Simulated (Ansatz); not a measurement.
# Gaps and decay in LiF/AlN stacks

Wanted: band edges and complex bands along the stacking of LiF/AlN. The crystals are LiF rock salt(001) and AlN rock salt(001), on a common net of side 2.878 Å (+0.0 % and +0.0 % against typed lattice constants near PBE's). Layer spacings come from each crystal relaxed along the normal on that net, and the joins take the mean spacing. The stacks are then relaxed. The first steps treat the bulk crystals alone. LDA has lattice constants of its own, so the true strain differs.

Method: LDA DFT, plane waves, PAW files, in the first sound run; inputs show where later runs differ, in Ansatz 0.2.0.

Report form: the programs' logs are mostly left out.

The structure was built from a prototype and need not be the compound's stable phase.

### 1. The starting structure

The structure is cubic, space group Fm-3m (No. 225). Conventional cell: a = 4.070 Å, b = 4.070 Å, c = 4.070 Å, α = 90.00°, β = 90.00°, γ = 90.00°. F has 6 Li at 2.03 to 2.04 Å nearest. Li has 6 F at 2.03 to 2.04 Å nearest. Farther neighbours and most contacts between anions are not listed.

### 2. Relaxing along the normal, crystal LiF rock salt(001)

The crystal is held to the common net and relaxed along the normal.

input.yaml

```yaml
crystal:
  lattice:
    - [2.878, 0.0, 0.0]
    - [0.0, 2.878, 0.0]
    - [0.0, 0.0, 4.0699253572]
  atoms:
    - { symbol: F, position: [0.0, 0.0, 0.0] }
    - { symbol: Li, position: [0.5, 0.5, 0.0] }
    - { symbol: F, position: [0.5, 0.5, 0.5] }
    - { symbol: Li, position: [0.0, 0.0, 0.5] }
kpoints:
  mp_grid: { grid: [8, 8, 6] }
scf:
  occupations: { method: fixed }
  max_iter: 120
hamiltonian:
  xc: lda
output: {}
relax:
  f_tol: 0.01
  max_steps: 40
  cell: { fix: [a, b, angles] }
```

Started as:

```bash
> ansatz run input.yaml --threads 4 --pin off --max-ram 10240MiB --backend cpu --events-out ev --progress --plain --runs-dir out
```

The job ended after 2 s (4 threads of Intel Xeon Platinum 8488C (Sapphire Rapids), shared host; peak memory 0.38 GiB).

Relaxation path:

```
step  energy less that of the first step (eV)  largest force component (eV/Å)  pressure (GPa)  volume (Å³)
   1                                   0.0000                          0.0000           -8.14        33.71
   2                                  -0.0234                          0.0000           -7.30        33.27
   3                                  -0.0685                          0.0000           -3.30        31.62
   4                                  -0.0677                          0.0000           -3.73        31.77
   5                                  -0.0680                          0.0000           -3.64        31.74
  6*                                  -0.0609                          0.0000           -4.10        31.74
   7                                  -0.0620                          0.0000           -3.71        31.61
  8*                                  -0.0612                          0.0000           -3.74        31.61
```

Relaxation steps marked * repeat the geometry before them on a plane-wave basis chosen anew for their cell, so energy and pressure can jump there.

The run keeps the 32 symmetry operations that it works with, so distortions that break them were not tested.

| cell as run | before | after | change |
| --- | --- | --- | --- |
| a (Å) | 2.878 | 2.878 | +0.0 % |
| b (Å) | 2.878 | 2.878 | +0.0 % |
| c (Å) | 4.070 | 3.816 | -6.2 % |
| volume (Å³/atom) | 8.43 | 7.90 | -6.2 % |

Final coordinates:

```xyz
4
Lattice="2.8780 0.0000 0.0000 0.0000 2.8780 0.0000 0.0000 0.0000 3.8161" Properties=species:S:1:pos:R:3 pbc="T T T"
F     0.0000    0.0000    0.0000
Li    1.4390    1.4390    0.0000
F     1.4390    1.4390    1.9081
Li    0.0000    0.0000    1.9081
```

Numbers from this step:

```
free energy  : -1997.3465 eV
Fermi energy : 0.9034 eV
pressure     : -3.739 GPa
```

The cell shrank by 6.2 % in volume.

### 3. The bulk crystal and its band edges, crystal LiF rock salt(001)

The band edges of this cell are searched, off the mesh as well.

input.yaml: that of step 2 with these lines changed.

```diff
@@ -4,3 +4,3 @@
     - [0.0, 2.878, 0.0]
-    - [0.0, 0.0, 4.0699253572]
+    - [0.0, 0.0, 3.8161078924]
   atoms:
@@ -12,2 +12,3 @@
   mp_grid: { grid: [8, 8, 6] }
+  band_path: { path: [VBM, CBM], npoints: 24 }
 scf:
@@ -17,6 +18,7 @@
   xc: lda
-output: {}
-relax:
-  f_tol: 0.01
-  max_steps: 40
-  cell: { fix: [a, b, angles] }
+output:
+  eigenvalues: true
+checkpoint:
+  write: LiF.run
+  compress: false
+  write_wavefunctions: false
```

It took 0.72 s on 4 threads; peak memory 0.35 GiB.

This step gave:

* gap on the k-mesh: 9.070 eV
* gap on path: 9.070 eV, by band count; negative where bands overlap
* edge places on path: 0, 0 1/A along the path

Levels at VBM (eV): -3.26, -1.27, -1.27, -0.19, 0.00, 0.00.

The searched edges give 9.07 eV, as on the mesh.

### 4. Relaxing along the normal, crystal AlN rock salt(001)

System of this step: AlN. Symmetry: Fm-3m, No. 225, cubic system. Conventional cell: a = 4.070 Å, b = 4.070 Å, c = 4.070 Å, α = 90.00°, β = 90.00°, γ = 90.00°. N has 6 Al at 2.03 to 2.04 Å nearest. Nearest to Al lie 6 N at 2.03 to 2.04 Å. Farther neighbours and most contacts between anions are not listed.

input.yaml

```yaml
crystal:
  lattice:
    - [2.878, 0.0, 0.0]
    - [0.0, 2.878, 0.0]
    - [0.0, 0.0, 4.0699253572]
  atoms:
    - { symbol: "N", position: [0.0, 0.0, 0.0] }
    - { symbol: Al, position: [0.5, 0.5, 0.0] }
    - { symbol: "N", position: [0.5, 0.5, 0.5] }
    - { symbol: Al, position: [0.0, 0.0, 0.5] }
kpoints:
  mp_grid: { grid: [8, 8, 6] }
scf:
  occupations: { method: fixed }
  max_iter: 120
hamiltonian:
  xc: lda
output: {}
relax:
  f_tol: 0.01
  max_steps: 40
  cell: { fix: [a, b, angles] }
```

Wall time 1.8 s (4 threads); peak memory 0.38 GiB; 5.5 s of CPU time.

Step by step:

```csv
step,energy less that of the first step (eV),largest force component (eV/Å),pressure (GPa),volume (Å³)
1,0.0000,0.0000,-11.14,33.71
2,-0.0159,0.0000,-9.34,33.46
3,-0.0333,0.0000,-3.95,32.81
4,-0.0333,0.0000,-4.74,32.90
5*,-0.0304,0.0000,-4.89,32.90
6,-0.0305,0.0000,-4.75,32.88
7*,-0.0304,0.0000,-4.75,32.88
```

Relaxation steps marked * repeat the geometry before them on a plane-wave basis chosen anew for their cell, so energy and pressure can jump there.

Forces are held to the 32 operations that the run works with; a distortion that breaks them can't arise in this run.

```
     cell as run  before  after  change
           a (Å)   2.878  2.878  +0.0 %
           b (Å)   2.878  2.878  +0.0 %
           c (Å)   4.070  3.970  -2.5 %
volume (Å³/atom)    8.43   8.22  -2.5 %
```

Final coordinates:

```cif
data_structure
_symmetry_space_group_name_H-M 'P 1'
_symmetry_Int_Tables_number 1
_cell_length_a 2.8780
_cell_length_b 2.8780
_cell_length_c 3.9698
_cell_angle_alpha 90.000
_cell_angle_beta 90.000
_cell_angle_gamma 90.000
_cell_volume 32.88
loop_
_atom_site_label
_atom_site_type_symbol
_atom_site_fract_x
_atom_site_fract_y
_atom_site_fract_z
_atom_site_occupancy
N1 N 0.00000 0.00000 0.00000 1
Al2 Al 0.50000 0.50000 0.00000 1
N3 N 0.50000 0.50000 0.50000 1
Al4 Al 0.00000 0.00000 0.50000 1
```

This step gave:

| Item | Value |
| --- | --- |
| free energy | -1779.3035 eV |
| Fermi energy | 11.07 eV |
| pressure | -4.748 GPa |

### 5. Band edges, crystal AlN rock salt(001)

The band edges of the next crystal.

input.yaml: that of step 4 with these lines changed.

```diff
@@ -4,3 +4,3 @@
     - [0.0, 2.878, 0.0]
-    - [0.0, 0.0, 4.0699253572]
+    - [0.0, 0.0, 3.9697556549]
   atoms:
@@ -12,2 +12,3 @@
   mp_grid: { grid: [8, 8, 6] }
+  band_path: { path: [VBM, CBM], npoints: 24 }
 scf:
@@ -17,6 +18,7 @@
   xc: lda
-output: {}
-relax:
-  f_tol: 0.01
-  max_steps: 40
-  cell: { fix: [a, b, angles] }
+output:
+  eigenvalues: true
+checkpoint:
+  write: AlN.run
+  compress: false
+  write_wavefunctions: false
```

Wall time 0.85 s (4 threads); peak memory 0.35 GiB; 2.5 s of CPU time.

This step gave:

* gap on the k-mesh: 4.315 eV
* gap on path: 4.315 eV, by band count; negative where bands overlap

Levels at VBM (eV): -7.41, -3.01, -3.01, -0.19, 0.00, 0.00, 4.31, 4.97, 5.75.

The searched edges give 4.31 eV, as on the mesh.

### 6. Relaxing the interfaces, stack LiF 1 / AlN 4, atomic layers of each crystal 1×4

System of this step: LiF (1) / AlN (4). The cell holds 10 atoms: 1 F, 1 Li, 4 N and 4 Al. Its edges and angles: a = 2.878 Å, b = 2.878 Å, c = 10.056 Å, α = 81.8°, β = 81.8°, γ = 90.0°. Regions: 0: LiF, 2 atoms (1 F and 1 Li); 1: AlN, 8 atoms (4 N and 4 Al). The structure's axis is c.

The stack is relaxed at a fixed cell, since the spacings at the joins were only estimated. The total length stays as laid.

input.yaml

```yaml
crystal:
  lattice:
    - [2.878, 0.0, 0.0]
    - [0.0, 2.878, 0.0]
    - [1.439, 1.439, 9.847565256]
  atoms:
    - { symbol: F, position: [0.0, 0.0, 0.0] }
    - { symbol: Li, position: [0.5, 0.5, 0.0] }
    - { symbol: "N", position: [0.4011701961, 0.4011701961, 0.1976596079] }
    - { symbol: Al, position: [-0.0988298039, -0.0988298039, 0.1976596079] }
    - { symbol: "N", position: [-0.1996099346, -0.1996099346, 0.3992198693] }
    - { symbol: Al, position: [0.3003900654, 0.3003900654, 0.3992198693] }
    - { symbol: "N", position: [0.1996099346, 0.1996099346, 0.6007801307] }
    - { symbol: Al, position: [-0.3003900654, -0.3003900654, 0.6007801307] }
    - { symbol: "N", position: [-0.4011701961, -0.4011701961, 0.8023403921] }
    - { symbol: Al, position: [0.0988298039, 0.0988298039, 0.8023403921] }
kpoints:
  mp_grid: { grid: [8, 8, 4] }
scf:
  occupations: { method: fixed }
  max_iter: 120
hamiltonian:
  xc: lda
output:
  eigenvalues: false
  forces: true
relax:
  f_tol: 0.02
  max_steps: 40
```

Run time: 6.2 s. Hardware: 4 threads; peak memory 0.51 GiB; 23 s of CPU time.

Step by step:

| step | energy less that of the first step (eV) | largest force component (eV/Å) |
| --- | --- | --- |
| 1 | 0.0000 | 1.2411 |
| 2 | -0.0444 | 0.6801 |
| 3 | -0.0706 | 0.1554 |
| 4 | -0.0728 | 0.0668 |
| 5 | -0.0729 | 0.0019 |

The atoms that moved most (Å):

| atom | dx | dy | dz | length |
| --- | --- | --- | --- | --- |
| Al4 | 0.000 | 0.000 | 0.066 | 0.066 |
| Al10 | 0.000 | 0.000 | -0.066 | 0.066 |
| N3 | 0.000 | 0.000 | 0.020 | 0.020 |
| N9 | 0.000 | 0.000 | -0.020 | 0.020 |
| N7 | 0.000 | 0.000 | -0.019 | 0.019 |
| N5 | 0.000 | 0.000 | 0.019 | 0.019 |
| Al6 | 0.000 | 0.000 | 0.008 | 0.008 |
| Al8 | 0.000 | 0.000 | -0.008 | 0.008 |

The relaxed structure:

```xyz
10
Lattice="2.8780 0.0000 0.0000 0.0000 2.8780 0.0000 1.4390 1.4390 9.8476" Properties=species:S:1:pos:R:3 pbc="T T T"
F     0.0000    0.0000    0.0000
Li    1.4390    1.4390    0.0000
N     1.4390    1.4390    1.9661
Al    0.0000    0.0000    2.0127
N     0.0000    0.0000    3.9502
Al    1.4390    1.4390    3.9394
N     1.4390    1.4390    5.8974
Al    0.0000    0.0000    5.9081
N     0.0000    0.0000    7.8815
Al    1.4390    1.4390    7.8349
```

This step gave:

* free energy: -4556.3989 eV
* Fermi energy: 9.833 eV

The largest force component on a free atom ends at 0.0019 eV/Å.

### 7. Band edges of the superlattice, atomic layers of each crystal 1×4, k-mesh 8×8×4

The band edges of this cell are searched, off the mesh as well. The next step's energy window follows from its gap.

input.yaml

```yaml
crystal:
  lattice:
    - [2.878, 0.0, 0.0]
    - [0.0, 2.878, 0.0]
    - [1.439, 1.439, 9.847565256]
  atoms:
    - { symbol: F, position: [0.0, 0.0, 0.0] }
    - { symbol: Li, position: [0.5, 0.5, 0.0] }
    - { symbol: "N", position: [0.4001745952, 0.4001745952, 0.1996513073] }
    - { symbol: Al, position: [-0.1021926016, -0.1021926016, 0.2043853618] }
    - { symbol: "N", position: [-0.2005655682, -0.2005655682, 0.4011310218] }
    - { symbol: Al, position: [0.2999788318, 0.2999788318, 0.400042365] }
    - { symbol: "N", position: [0.2005655682, 0.2005655682, 0.5988689782] }
    - { symbol: Al, position: [-0.2999788318, -0.2999788318, 0.599957635] }
    - { symbol: "N", position: [-0.4001745952, -0.4001745952, 0.8003486927] }
    - { symbol: Al, position: [0.1021926016, 0.1021926016, 0.7956146382] }
kpoints:
  mp_grid: { grid: [8, 8, 4] }
  band_path: { path: [VBM, CBM], npoints: 24 }
scf:
  occupations: { method: fixed }
  max_iter: 120
hamiltonian:
  xc: lda
output:
  eigenvalues: true
  write_potential: true
  write_density: true
  volumetric_format: npy
  elf: true
```

Elapsed: 6.7 s, on 4 threads; peak memory 0.52 GiB.

This step gave:

```yaml
gap_on_the_k_mesh: 4.328 eV
gap_on_path: 4.328 eV, by band count; negative where bands overlap
edge_places_on_path: 0, 1.616 1/A along the path
```

Electronic bands along the path, in eV, zero at the Fermi level (highest filled level under fixed occupations); v1 is the highest filled band, c1 the lowest empty one:

```
  point     v4     v3     v2     v1    c1    c2    c3    c4
    VBM  -0.81  -0.58   0.00   0.00  5.00  5.36  5.49  6.52
halfway  -1.80  -1.56  -1.10  -0.85  6.44  8.13  8.23  8.39
    CBM  -2.94  -2.94  -2.12  -1.89  4.33  5.42  6.26  6.26
```

Valence density in the ca plane at fractional y = 0.000, with atoms of F within 0.2 Å of it. It is the smooth field of the valence electrons, not physical close to the nuclei.

Values in units of 1e0 e/Å³, 5 rows by 16 columns, each cell a mean:
```
5.2 0.7 0.1 0.1 0.2 0.8 1.5 0.6 0.2 0.4 0.4 0.2 0.2 0.2 0.3 2.7
0.4 0.2 0.2 0.2 0.2 0.6 1.2 0.6 0.2 0.2 0.2 0.2 0.3 0.2 0.1 0.2
0.1 0.1 0.2 0.3 0.2 0.2 0.4 0.3 0.3 0.6 0.4 0.2 0.3 0.2 0.1 0.1
0.8 0.2 0.2 0.3 0.2 0.2 0.2 0.2 0.4 1.3 1.0 0.3 0.2 0.1 0.2 0.8
7.4 0.7 0.1 0.2 0.2 0.4 0.6 0.3 0.4 1.0 0.9 0.3 0.1 0.1 0.4 5.1
```
Columns run along c (10.1 Å), rows up along a (2.9 Å). Atoms in or near the plane, at fractional coordinates: F at (0.00, 0.00).

ELF in the ca plane at fractional y = 0.000, with atoms of F within 0.2 Å of it. It is the smooth field of the valence electrons, not physical close to the nuclei.

Ten even steps from '0' (0.01) to '9' (0.83), each cell a mean:
```
7973000168999624786322211389
9851000158999731232123431148
5311233237999631221124442013
0001344323797424774224442000
2001344311354237997423432012
7411344311221158999731111147
9841233223564248999840001489
6973000136998337999730001597
```
Columns run along c (10.1 Å), rows up along a (2.9 Å). Atoms in or near the plane, at fractional coordinates: F at (0.00, 0.00).

Electrostatic potential energy in the ca plane at fractional y = 0.000, with atoms of F within 0.2 Å of it. With pseudopotentials it is smooth inside the atoms' cores, unlike the true potential.

Ten even steps from '0' (-18 eV) to '9' (12 eV), each cell a mean:
```
0065365368547998778974334750
3686344368416986568998667996
9998644589758987557999999999
9999988899878998778999999999
9999999998766899778986678999
8999888998755798537863335898
0487545799866898426844643750
0065343479878999768853643620
```
Columns run along c (10.1 Å; values clipped at the 3rd and 97th percentile), rows up along a (2.9 Å). Atoms in or near the plane, at fractional coordinates: F at (0.00, 0.00).

The searched edges give 4.33 eV, as on the mesh.

(Continued in part 2 of 3.)

[Logs are printed without paths, hosts, clocks, repeated set-up lines and the standing remarks that a program may print on its own settings, such as how far it seeks lower states.]

[Hosts, paths, dates, database ids (printed as entryN), source tags and the programs' standing remarks are cut or masked in the printed files.]
